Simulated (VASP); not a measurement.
# GePt (P6_3/mmc) in VASP: relaxation of cell and atoms with PBE

Aim: the relaxation of cell and atoms of GePt with PBE.

Program: VASP 6.6.1. These are calculated values, not measurements. Logs are shortened: lines on timing, memory, paths and dates and some standing lists are left out, and cuts for length are marked.

### 1 Starting point

It takes space group P6_3/mmc (No. 194, hexagonal). The conventional cell has a = 3.890 Å, b = 3.890 Å, c = 5.160 Å, α = 90.00°, β = 90.00°, γ = 120.00°. Ge (site symmetry -6m2) is surrounded by 6 Pt at 2.59 Å. Pt (site symmetry -3m) has 2 Pt at 2.58 Å and 6 Ge at 2.59 Å as nearest neighbours.

The cell was built by a generator and needn't be a form met in nature.

### 2 Relaxation of cell and atoms, PBE

INCAR reads:

```
ALGO = Fast ; EDIFF = 1E-4
EDIFFG = -0.08 ; ENCUT = 520
GGA = PE ; IBRION = 2
ISIF = 3 ; ISMEAR = 0
LASPH = True ; LCHARG = False
LREAL = False ; LWAVE = False
NELM = 60 ; NSW = 24
PREC = Normal ; SIGMA = 0.15
```

KPOINTS reads:

```
k-points
0
Gamma
  6 6 4
```

POSCAR reads:

```
GePt
1.0
    3.8900000000      0.0000000000      0.0000000000
   -1.9450000000      3.3688388200      0.0000000000
    0.0000000000      0.0000000000      5.1600000000
Ge Pt
2 2
Direct
    0.6666666700      0.3333333300      0.7500000000
    0.3333333300      0.6666666700      0.2500000000
    0.0000000000      0.0000000000      0.5000000000
    0.0000000000      0.0000000000      0.0000000000
```

Potentials or basis: VASP PAW PBE potentials, release 64 (Ge_d, Pt).

The run is started by

```
$ cat potpaw_PBE.64/Ge_d/POTCAR potpaw_PBE.64/Pt/POTCAR > POTCAR
$ mpirun -np 1 vasp_std > vasp.out
```

OUTCAR:

```text
EDIFF = 1E-4
   EDIFFG = -0.08
   ENCUT = 520
   GGA = PE
   IBRION = 2
   ISIF = 3
   ISMEAR = 0
   LASPH = True
   LREAL = False
   NELM = 60
   NSW = 24
   PREC = Normal

 ion  position               nearest neighbor table
   1  0.667  0.333  0.750-   3 2.59   4 2.59   3 2.59   4 2.59   3 2.59   4 2.59
   2  0.333  0.667  0.250-   3 2.59   4 2.59   3 2.59   4 2.59   3 2.59   4 2.59
   3  0.000  0.000  0.500-   4 2.58   4 2.58   1 2.59   2 2.59   2 2.59   1 2.59   1 2.59   2 2.59

   4  0.000  0.000  0.000-   3 2.58   3 2.58   1 2.59   2 2.59   2 2.59   1 2.59   1 2.59   2 2.59

  LATTYP: Found a hexagonal cell.
 ALAT       =     3.8900000000
 C/A-ratio  =     1.3264781491

  Lattice vectors:

 A1 = (   3.8900000000,   0.0000000000,   0.0000000000)
 A2 = (  -1.9450000000,   3.3688388200,   0.0000000000)
 A3 = (   0.0000000000,   0.0000000000,   5.1600000000)

Analysis of symmetry for initial positions (statically):
=====================================================================
 Subroutine PRICEL returns:
 Original cell was already a primitive cell.

 Routine SETGRP: Setting up the symmetry group for a
 hexagonal supercell.

 Subroutine GETGRP returns: Found 24 space group operations
 (whereof 12 operations were pure point group operations)
 out of a pool of 24 trial point group operations.

The static configuration has the point symmetry D_3d.
 The point group associated with its full space group is D_6h.

Analysis of symmetry for dynamics (positions and initial velocities):
=====================================================================
 Subroutine PRICEL returns:
 Original cell was already a primitive cell.

 Routine SETGRP: Setting up the symmetry group for a
 hexagonal supercell.

 Subroutine GETGRP returns: Found 24 space group operations
 (whereof 12 operations were pure point group operations)
 out of a pool of 24 trial point group operations.

The dynamic configuration has the point symmetry D_3d.
 The point group associated with its full space group is D_6h.

 Subroutine INISYM returns: Found 24 space group operations
 (whereof 12 operations are pure point group operations),
 and found     1 'primitive' translations

----------------------------------------------------------------------------------------

                                     Primitive cell

  volume of cell :      67.6207

  direct lattice vectors                    reciprocal lattice vectors
     3.890000000  0.000000000  0.000000000     0.257069409  0.148419092  0.000000000
    -1.945000000  3.368838820  0.000000000     0.000000000  0.296838185  0.000000000
     0.000000000  0.000000000  5.160000000     0.000000000  0.000000000  0.193798450

  length of vectors
     3.890000000  3.889999999  5.160000000     0.296838185  0.296838185  0.193798450

  position of ions in fractional coordinates (direct lattice)
     0.666666670  0.333333330  0.750000000
     0.333333330  0.666666670  0.250000000
     0.000000000  0.000000000  0.500000000
     0.000000000  0.000000000  0.000000000

  ion indices of the primitive-cell ions
   primitive index   ion index
                 1           1
                 2           2
                 3           3
                 4           4

----------------------------------------------------------------------------------------

 KPOINTS: k-points

Automatic generation of k-mesh.
 Grid dimensions read from file:
 generate k-points for:    6    6    4

 Generating k-lattice:

  Cartesian coordinates                     Fractional coordinates (reciprocal lattice)
     0.042844901  0.024736515  0.000000000     0.166666667  0.000000000  0.000000000
     0.000000000  0.049473031  0.000000000     0.000000000  0.166666667  0.000000000
     0.000000000  0.000000000  0.048449612     0.000000000  0.000000000  0.250000000

  Length of vectors
     0.049473031  0.049473031  0.048449612

  Shift w.r.t. Gamma in fractional coordinates (k-lattice)
     0.000000000  0.000000000  0.000000000

 Subroutine IBZKPT returns following result:
 ===========================================

 Found     21 irreducible k-points:

 Following reciprocal coordinates:
            Coordinates               Weight
  0.000000  0.000000  0.000000      1.000000
  0.166667  0.000000  0.000000      6.000000
  0.333333  0.000000  0.000000      6.000000
  0.500000  0.000000  0.000000      3.000000
  0.166667  0.166667  0.000000      6.000000
  0.333333  0.166667  0.000000     12.000000
[... 13 lines left out ...]
  0.333333  0.166667  0.500000     12.000000
  0.333333  0.333333  0.500000      2.000000
   k-points           NKPTS =     21   k-points in BZ     NKDIM =     21   number of bands    NBANDS=     28
   number of dos      NEDOS =    301   number of ions     NIONS =      4
   total plane-waves  NPLWV =  17280
   dimension x,y,z NGX =    24 NGY =   24 NGZ =   30
   dimension x,y,z NGXF=    48 NGYF=   48 NGZF=   60
   ions per type =               2   2
   NGX,Y,Z   is equivalent  to a cutoff of  10.26, 10.26,  9.67 a.u.
   NGXF,Y,Z  is equivalent  to a cutoff of  20.51, 20.51, 19.33 a.u.
 SYSTEM =  unknown system
   PREC   = normal    normal or accurate (medium, high low for compatibility)
   ISTART =      0    job   : 0-new  1-cont  2-samecut
   ICHARG =      2    charge: 1-file 2-atom 10-const
   ISPIN  =      1    spin polarized calculation?
   LNONCOLLINEAR =      F non collinear calculations
   LSORBIT =      F    spin-orbit coupling
   LASPH  =      T    aspherical Exc in radial PAW
   ENCUT  =  520.0 eV  38.22 Ry    6.18 a.u.   7.23  7.23  9.59*2*pi/ulx,y,z
   NELM   =     60;   NELMIN=  2; NELMDL= -5     # of ELM steps
   EDIFF  = 0.1E-03   stopping-criterion for ELM
   LREAL  =      F    real-space projection
   EDIFFG = -.8E-01   stopping-criterion for IOM
   NSW    =     24    number of steps for IOM
   IBRION =      2    ionic relax: 0-MD 1-quasi-New 2-CG
   NFREE  =      1    steps in history (QN), initial steepest desc. (CG)
   ISIF   =      3    stress and relaxation
   ISYM   =      2    0-nonsym 1-usesym 2-fastsym
   POTIM  = 0.5000    time-step for ionic-motion
   TEBEG  =    0.0;   TEEND  =   0.0 temperature during run
   PSTRESS=    0.0 pullay stress
   NELECT =      48.0000    total number of electrons
   NUPDOWN=      -1.0000    fix difference up-down
   EMIN   =  10.00;   EMAX   =-10.00  energy-range for DOS
   EFERMI =   0.00;   METHOD = LEGACY
   ISMEAR =     0;   SIGMA  =   0.15  broadening in eV -4-tet -1-fermi 0-gaus
   EFERMI_NEDOS =   21; number of points for ismear=-14 and -15
   IALGO  =     68    algorithm
   IMIX   =      4    mixing-type and parameters
     AMIX     =   0.40;   BMIX     =  1.00
     AMIX_MAG =   1.60;   BMIX_MAG =  1.00
  volume/ion in A,a.u.               =      16.91       114.08
  Fermi-wavevector in a.u.,A,eV,Ry     =   1.460367  2.759694 29.016768  2.132672
  Thomas-Fermi vector in A             =   2.576825
   LORBIT       =      0    0 simple, 1 ext, 2 COOP (PROOUT), +10 PAW based schemes
   GGA     = PE    functional components
   LHFCALC =     F    Hartree Fock is set to
   AEXX    =    0.0000 exact exchange contribution
   IVDW    =     0    specifies the selected vdW correction
   LEPSILON=     F    determine dielectric tensor
   LRPA    =     F    only Hartree local field effects (RPA)
 conjugate gradient relaxation of ions
 non-spin polarized calculation
 RMM-DIIS sequential band-by-band and
 Gauss-broadening in eV      SIGMA  =   0.15
  energy-cutoff  :      520.00
  volume of cell :       67.62
 maximum number of plane-waves:      1836
   NGX = 15   NGY = 15   NGZ = 19

--------------------------------------- Ionic step        1  -------------------------------------------

 number of electron      48.0000102 magnetization

 Free energy of the ion-electron system (eV)
  ---------------------------------------------------
  ext. energy  EPLUGINS =         0.00000000
  ---------------------------------------------------
  free energy    TOTEN  =       -22.75961414 eV

  energy without entropy =      -22.74174171  energy(sigma->0) =      -22.75067793

------------------------ aborting loop because EDIFF is reached ----------------------------------------

  FORCE on cell =-STRESS in cart. coord.  units (eV):
  Direction    XX          YY          ZZ          XY          YZ          ZX
  --------------------------------------------------------------------------------------
  -------------------------------------------------------------------------------------
  Total        1.3387700      1.3387700      8.0446960      0.0000000      0.0000000      0.0000000
  in kB       31.7202796     31.7202796    190.6078069      0.0000000      0.0000000      0.0000000
  external PRESSURE =      84.6827887 kB  Pullay stress =       0.0000000 kB

 VOLUME and BASIS-vectors are now :
 -----------------------------------------------------------------------------
  energy-cutoff  :      520.00
  volume of cell :       67.62
      direct lattice vectors                 reciprocal lattice vectors
     3.890000000  0.000000000  0.000000000     0.257069409  0.148419092  0.000000000
    -1.945000000  3.368838820  0.000000000     0.000000000  0.296838185  0.000000000
     0.000000000  0.000000000  5.160000000     0.000000000  0.000000000  0.193798450

 POSITION                                       TOTAL-FORCE (eV/Angst)
 -----------------------------------------------------------------------------------
      1.94500      1.12295      3.87000        -0.000000     -0.000000      0.000000
     -0.00000      2.24589      1.29000         0.000000      0.000000      0.000000
      0.00000      0.00000      2.58000         0.000000     -0.000000      0.000000
      0.00000      0.00000      0.00000         0.000000     -0.000000      0.000000
 -----------------------------------------------------------------------------------
    total drift:                               -0.000004      0.000002      0.000000

  FREE ENERGIE OF THE ION-ELECTRON SYSTEM (eV)
  ---------------------------------------------------
  free  energy   TOTEN  =       -22.7596141435 eV
[... 245 lines left out ...]
 VOLUME and BASIS-vectors are now :
 -----------------------------------------------------------------------------
  energy-cutoff  :      520.00
  volume of cell :       70.43
      direct lattice vectors                 reciprocal lattice vectors
     3.888278061  0.000000000  0.000000000     0.257183253  0.148484820 -0.000000000
    -1.944139030  3.367347577 -0.000000000     0.000000000  0.296969641 -0.000000000
     0.000000000  0.000000000  5.379100812    -0.000000000  0.000000000  0.185904677

 POSITION                                       TOTAL-FORCE (eV/Angst)
 -----------------------------------------------------------------------------------
      1.94414      1.12245      4.03433         0.000000      0.000000      0.000000
     -0.00000      2.24490      1.34478        -0.000000     -0.000000     -0.000000
      0.00000      0.00000      2.68955        -0.000000     -0.000000      0.000000
      0.00000      0.00000      0.00000        -0.000000     -0.000000      0.000000
 -----------------------------------------------------------------------------------
    total drift:                               -0.000004      0.000003      0.000000

  FREE ENERGIE OF THE ION-ELECTRON SYSTEM (eV)
  ---------------------------------------------------
  free  energy   TOTEN  =       -22.9389111969 eV

  energy  without entropy=      -22.9125352707  energy(sigma->0) =      -22.92572323

--------------------------------------- Ionic step        9  -------------------------------------------

 number of electron      48.0000039 magnetization

 Free energy of the ion-electron system (eV)
  ---------------------------------------------------
  ext. energy  EPLUGINS =         0.00000000
  ---------------------------------------------------
  free energy    TOTEN  =       -22.94222223 eV

  energy without entropy =      -22.91376782  energy(sigma->0) =      -22.92799502

 E-fermi :   8.3479     XC(G=0): -11.9087

 val. band max:        8.2876250025   @ k =   0.0000   0.0000   0.5000
 cond. band min:       8.3837033625   @ k =   0.1667   0.1667   0.5000
 fundamental gap:      0.0960783600
 Fermi energy:         8.3479378795

 k-point     1 :       0.0000    0.0000    0.0000
  band No.  band energies     occupation
      1     -16.5721      2.00000
      2     -16.5721      2.00000
      3     -16.5521      2.00000
      4     -16.5521      2.00000
      5     -16.5493      2.00000
      6     -16.5481      2.00000
[... 20 lines left out ...]
     27      12.2116      0.00000
     28      13.8180      0.00000
[... 631 lines left out ...]
 VOLUME and BASIS-vectors are now :
 -----------------------------------------------------------------------------
  energy-cutoff  :      520.00
  volume of cell :       70.52
      direct lattice vectors                 reciprocal lattice vectors
     3.876450044  0.000000000  0.000000000     0.257967983  0.148937885  0.000000000
    -1.938225022  3.357104214 -0.000000000     0.000000000  0.297875769 -0.000000000
    -0.000000000  0.000000000  5.418953739    -0.000000000  0.000000000  0.184537468

 POSITION                                       TOTAL-FORCE (eV/Angst)
 -----------------------------------------------------------------------------------
      1.93823      1.11903      4.06422        -0.000000      0.000000      0.000000
     -0.00000      2.23807      1.35474         0.000000     -0.000000     -0.000000
      1.93823      3.35710      2.70948        -0.000000     -0.000000      0.000000
      1.93823      3.35710      0.00000        -0.000000      0.000000      0.000000
 -----------------------------------------------------------------------------------
    total drift:                               -0.000004      0.000003      0.000000

  FREE ENERGIE OF THE ION-ELECTRON SYSTEM (eV)
  ---------------------------------------------------
  free  energy   TOTEN  =       -22.9422222299 eV

  energy  without entropy=      -22.9137678186  energy(sigma->0) =      -22.92799502

 reached required accuracy - stopping structural energy minimisation
```

Run time: 1.7 min. Hardware: 1 thread of Intel Xeon Platinum 8259CL at 2.50GHz (Skylake/Cascade Lake), shared host; peak memory 0.17 GiB.

Results:

```yaml
Free_energy: -22.9422 eV
Relaxed_volume: 17.63 Å³/atom
Relaxed_cell: a = 3.876 Å, b = 3.876 Å, c = 5.419 Å, α = 90.00°, β = 90.00°, γ = 120.00°
Space_group_after_relaxing_to_0.05_Å: P6_3/mmc (No. 194)
Energy_gained_by_relaxing: 45.7 meV/atom
Ionic_steps: 9
Pressure_after_relaxing: 0.2 GPa
Band_gap_on_the_k_mesh: none (metal or under the smearing width)
```

Step by step:
```
step  energy change (eV)  largest force (eV/Å)  pressure (GPa)  volume (Å³)
   1              0.0000                0.0000            8.47        67.62
   2              0.0495                0.0000          -10.56        76.60
   3             -0.1694                0.0000           -1.00        71.56
   4             -0.1691                0.0000           -2.38        71.64
   5             -0.1703                0.0000            3.14        69.21
   6             -0.1793                0.0000            0.70        70.40
   7             -0.1793                0.0000            0.08        70.48
   8             -0.1793                0.0000            0.39        70.43
   9             -0.1826                0.0000            0.16        70.52
```

Final structure:
```
Ge Pt
1.0
     3.87645    0.00000    0.00000
    -1.93823    3.35710    0.00000
     0.00000    0.00000    5.41895
Ge Pt
2 2
Direct
  0.66667 0.33333 0.75000
  0.33333 0.66667 0.25000
  0.00000 0.00000 0.50000
  0.00000 0.00000 0.00000
```

Caveat: the relaxation stopped at a loose force limit of 0.08 eV/Å, so its end isn't a converged minimum. Spin-orbit coupling is left out, which matters for the levels of Pt.
